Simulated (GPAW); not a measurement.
A run of GPAW 26.7.0:

File run.py:

```python
from ase import Atoms
from ase.filters import FrechetCellFilter
from ase.io import write
from ase.optimize import BFGS
from gpaw import GPAW, PW, setup_paths

setup_paths.insert(0, '.')

atoms = Atoms(['Co', 'Al'],
              cell=[[2.81940321, 0.0, 0.0],
                    [0.0, 2.81940321, 0.0],
                    [0.0, 0.0, 2.81940321]],
              scaled_positions=[[0.5, 0.5, 0.5],
                                [0.0, 0.0, 0.0]],
              pbc=True)
atoms.set_initial_magnetic_moments([2.0, 0.0])

calc = GPAW(mode=PW(600),
            xc='PBEsol',
            kpts={'size': (9, 9, 9), 'gamma': True},
            occupations={'name': 'fermi-dirac', 'width': 0.05},
            nbands=15,
            convergence={'density': 1e-05, 'forces': 0.0001},
            maxiter=150,
            txt='gpaw.txt')
atoms.calc = calc
opt = BFGS(FrechetCellFilter(atoms), trajectory='relax.traj', logfile='-')
done = opt.run(fmax=0.02, steps=60)
calc.write('gs.gpw')
write('result.traj', atoms)
print('Converged:', done)
print('Cell:', atoms.cell.cellpar().round(4))
print('Volume:', round(atoms.get_volume(), 4))
print(atoms.get_scaled_positions().round(5))
```

Potentials or basis: PAW data sets generated in the run's folder for this functional, pw.

Command:

```bash
$ gpaw-setup -f PBEsol Al Co
$ OMP_NUM_THREADS=1 python run.py
```

Hardware: 1 thread of Arm Neoverse V1 (shared host).

Question: Estimate the wall time of this run.

Answer: Wall time 44 s on 1 thread of Arm Neoverse V1 (shared host), peak memory 0.19 GiB. Counts: scf iterations 33, plane waves 756, bands 15, k points 35, ion steps 3.
